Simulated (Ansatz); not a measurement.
# BN (F-43m) in Ansatz: settings compared, part 2 of 2

Ansatz 0.2.0. The steps go on from the part before.

### 4 Born charges and dielectric tensor, LDA

Contents of input.yaml:

```yaml
crystal:
  lattice:
    - [0.0, 1.813001, 1.813001]
    - [1.813001, 0.0, 1.813001]
    - [1.813001, 1.813001, 0.0]
  atoms:
    - { symbol: "N", position: [0.25, 0.25, 0.25] }
    - { symbol: B, position: [0.0, 0.0, 0.0] }
kpoints:
  mp_grid: { grid: [13, 13, 13] }
scf:
  occupations: { method: fixed }
hamiltonian:
  xc: lda
  pseudopotentials: { kind: all_electron, datasets: crystal }
output: {}
dielectric: {}
```

Potentials or basis: all-electron PAW datasets made for the crystal.

On the command line:

```bash
$ ansatz run input.yaml --threads 1 --pin off --max-ram 3072MiB --backend cpu --events-out ev --progress --plain --runs-dir out
```

The log of the run:

```text
Warning: RAYON_NUM_THREADS=1 ignored (pool sized by the plan → 1); use --threads N
hamiltonian.pseudopotentials.datasets: crystal makes datasets for this crystal and solves the spheres of its atoms anew in each pass: cutoff 580.0 eV, the density's 2320.0 eV; for an error of 0.50 meV an atom under PBE, 1.0 meV for the cell; an energy difference from a run of another recipe may be off by several times the error for the cell, under r2SCAN by more, where some 0.1 meV an atom stays at smaller errors; in a run that uses the all-electron wave functions in the spheres, carries its plane waves along with the cell (elastic.basis: deformed) or is on a recipe of such a run or, without exact exchange, of a hybrid, they include no finite-basis correction of the energy (for plane waves above the cutoff): energies differ from those of runs with it by up to 1.1 meV an atom at a dataset_error of 0.2 meV (4 under r2SCAN), and by more at a larger error or with an open f shell (one dataset_recipe, of a run without it, keeps both alike, but for a hybrid, which always has it); B in spheres of 0.709 Å, 3 of its electrons in bands, 2 on its site; N in spheres of 0.857 Å, 5 of its electrons in bands; only band paths and densities of states list, in semicore columns, the levels of the semicore shells that are solved separately: 1s of B
Engine: ansatz 0.2.0, aarch64-unknown-linux-gnu
Pseudopotentials: kind: all_electron
Pseudopotential: N, paw, valence charge 5, recommended cutoff 580 eV (normal), crystal/all_electron/lda/scalar/gaussian/N, Koelling and Harmon's equation, gaussian nucleus
Pseudopotential: B, paw, valence charge 5, recommended cutoff 580 eV (normal), crystal/all_electron/lda/scalar/gaussian/B, Koelling and Harmon's equation, gaussian nucleus
Functional definition: SPW92
  exchange = slater_x
  correlation = pw_c
davidson cushion auto → on  (no smearing: the cushion is to keep the highest requested band from converging to the state above it; pin scf.eigensolver.cushion to override)
Crystal: 2 atoms, lattice volume = 11.919 Å³
Basis set: ecut = 580 eV, 339 PW (Γ), exchange–correlation on 48×48×48 points (8 copies of the dense FFT grid, shifted against one another)
Bands: 8, of which v1, the nominal top of the filled ones, is band 4 counted from 1 (3 counted from 0)
Symmetry: 24 space group operations
k-points: 343 of 2197 (irreducible under 4 space group operations, time reversal used)
Non-local potential: N, projectors of the file, l = 0: 1, l = 1: 1
Non-local potential: B, projectors of the file, l = 0: 1, l = 1: 1
PAW form: soft (Blöchl's): semilocal exchange-correlation on the pseudo side does not see the compensation charge
PAW one-centre angular grid: N, 110 points (default); XC on its mesh's 1905 points in the sphere
PAW one-centre angular grid: B, 110 points (default); XC on its mesh's 1863 points in the sphere
Initial density: superposition of atomic densities (neutral atoms: chi_scale 0, normalization atom)
Initial wavefunctions: pseudopotential atomic-orbital guess
Functional: x = slater, c = lda
iter 1 solved again at ethr=3.61e-2 eV; its pass at ethr=1.00e-1 eV (dr2=2.88e0 eV) is discarded
SCF iter   1: F=—  HF=-2153.780963 eV  |F-HF|=—  |Δ(HF+E_count)|=         —  Δρ=1.73e-1  dr2=2.88e0  ethr=3.61e-2  ⟨swp⟩=2.0  Hψ=18347  notcnv=0
preconditioner: auto → none  [insulator: Δε(μ)=6.023 eV  Ē_g=20.373 eV  n_scr=0 (ndim 8)  ℏωp=30.4 eV  f_vac=0.000  ε∞_Penn≈3.2]
SCF iter   2: F=—  HF=-2153.009876 eV  |F-HF|=—  |Δ(HF+E_count)|=   7.71e-1  Δρ=6.86e-2  dr2=3.27e-1  ethr=3.60e-2  ⟨swp⟩=2.0  Hψ=6868  notcnv=0
SCF iter   3: F=—  HF=-2152.942236 eV  |F-HF|=—  |Δ(HF+E_count)|=   6.76e-2  Δρ=2.33e-2  dr2=4.79e-2  ethr=4.09e-3  ⟨swp⟩=2.0  Hψ=6860  notcnv=0
iter 4 solved again at ethr=3.79e-6 eV; its pass at ethr=5.98e-4 eV (dr2=3.03e-4 eV) is discarded
[... 15 lines left out ...]
Past the cutoff: waves up to 1.5 times it would add -0.000095 eV an atom, which no energy here includes
By the cutoff:   a pressure is off by up to 0.019 GPa (6 times that energy over an atom's volume, and 0.004 GPa: a bound that held against runs at twice the plane waves)
Past the cutoffs: a stress includes 0.0087 GPa for waves and charges beyond them
In the spheres:  the bands' charges fall short by 4.0e-7 e at most (sound up to 1e-3), those of shells solved beside the bands by 4.5e-9 e (sound up to 5e-4)
Fermi energy:    11.061503 eV
--- Per-component energies (eV) ---
  E_band       = 26.269768
  E_kinetic    = 179.417197
  E_local      = -274.546721  (includes V_loc(G=0)·N_el)
  E_nonlocal   = -5.308714
  E_hartree    = 108.093547
  E_xc         = -88.249293
  E_vxc        = -115.806142  (∫ρ·V_xc dr)
  E_paw        = -2634.468547  (= ΣΔE_a)
  E_vpaw       = -1070.600826  (= ΣTr[D̂ρ^β])
  E_ewald      = -534.803774
  E_smearing   = -0.000000  (= −TS)
  E_closure    = 1096.927885  (closes the sum)
  Σ components = -2152.938420   (vs F -2152.938420, Δ=0.00e0)
  The terms above E_closure are by the made datasets' own strengths, without shells solved beside the bands.
--- Band table (eV; the first three rows and the last of 343) ---
  k-point 0: bands = ["-8.9060", "11.0615", "11.0615", "11.0615", "19.7087", "19.7087", "19.7087", "21.3442"]
  k-point 1: bands = ["-8.7626", "10.2856", "10.9066", "10.9066", "19.9003", "19.9421", "19.9421", "21.8080"]
  k-point 2: bands = ["-8.3367", "8.4451", "10.5195", "10.5195", "20.2147", "20.5049", "20.5049", "22.9428"]
  k-point 342: bands = ["-4.7072", "3.2058", "5.0946", "8.2707", "20.5679", "22.4657", "24.9923", "25.7750"]
--- Dielectric response (ions clamped): 1 representative field direction + reference, on 343 of 2197 k-points (Σ response iterations 8) ---
  k mesh reduced under 4 symmetry operations, with k and −k counted as one. Each operation leaves every solved perturbation unchanged. A smaller set is not considered because the run solves the response to a homogeneous field
  ε∞ (high-frequency dielectric tensor):
        4.611109    -0.000000    -0.000000
       -0.000000     4.611109     0.000000
        0.000000     0.000000     4.611109
  Born effective charges Z* (e; rows j = field, columns β = displacement):
    site 0:
        -1.89454    0.00000    0.00000
        -0.00000   -1.89454    0.00000
         0.00000    0.00000   -1.89454
    site 1:
         1.89454   -0.00000   -0.00000
         0.00000    1.89454   -0.00000
        -0.00000   -0.00000    1.89454
  Z* charge neutrality: 2.078e-5 e pre-enforcement
  k-mesh period / interband length: 33.3 Å / 1.31 Å = 25.41 at k = (0.0000, 0.0000, 0.0000), direct gap 8.647 eV — 14 or more, which is no proof of convergence
```

Wall time 53 s (1 thread of Arm Neoverse V2, shared host); peak memory 1 GiB.

Results:

| Property | Result |
| --- | --- |
| Free energy | -2152.9384 eV |
| Band gap on the k mesh | 4.42 eV, indirect (least direct gap 8.65 eV) |
| Electronic dielectric tensor (diagonal) | 4.61 |
| Born charges (mean of the diagonal) | N -1.89; B +1.89 e |

Electronic dielectric tensor:
```
4.61 0.00 0.00
0.00 4.61 0.00
0.00 0.00 4.61
```

Born effective charge tensors (e):
atom 1, N
```
-1.89  0.00  0.00
 0.00 -1.89  0.00
 0.00  0.00 -1.89
```
atom 2, B
```
1.89 0.00 0.00
0.00 1.89 0.00
0.00 0.00 1.89
```

Caveat: the program warned that the printed levels may be off, so bands, gaps and densities of states are rough; an odd mesh through Γ misses points on the zone boundary, where band edges often lie.

### 5 Overview

```tsv
task	level	potentials or basis	k mesh	cutoff (eV)	smearing	basis error allowed	gap on the mesh (eV)
phonons	PBE	all-electron LAPW, scalar-relativistic	10 × 10 × 10	474	fermi-dirac 0.05 eV	0.001 eV/atom	4.46
band structure	RPBE	all-electron LAPW, scalar-relativistic	13 × 13 × 13	445	fermi-dirac 0.05 eV	0.001 eV/atom	4.57
Born charges and dielectric tensor	LDA	all-electron PAW datasets made for the crystal	13 × 13 × 13	580	fixed	-	4.42
```

Alike in all rows: no spin polarisation; cell as given.

Caveats: the program warned that the printed levels may be off, so bands, gaps and densities of states are rough (some runs); an odd mesh through Γ misses points on the zone boundary, where band edges often lie (some runs).

Compare energies only between runs with the same functional and basis.

### 6 Comparison with measurements

Step 2. Measured gap of BN: 6.4 eV (indirect; 300 K; a printed reference work, monograph). This calculation gives 4.46 eV (-1.94 eV). The value is that of PBE on a finite k mesh, which can miss the band edges, without temperature or zero-point motion. Semilocal functionals fall short of measured gaps as a rule. The cell is a database's relaxed one, not the measured one, which moves gaps too.

Step 3. A measured gap of BN is 6.4 eV (indirect; 300 K; a printed reference work, monograph); the calculated 4.49 eV misses it by -1.91 eV. The value is that of RPBE, without temperature or zero-point motion. Semilocal functionals fall short of measured gaps as a rule. The cell is a database's relaxed one, not the measured one, which moves gaps too.

Step 4. The gap isn't set beside the measured one, since this odd mesh misses points on the zone boundary.
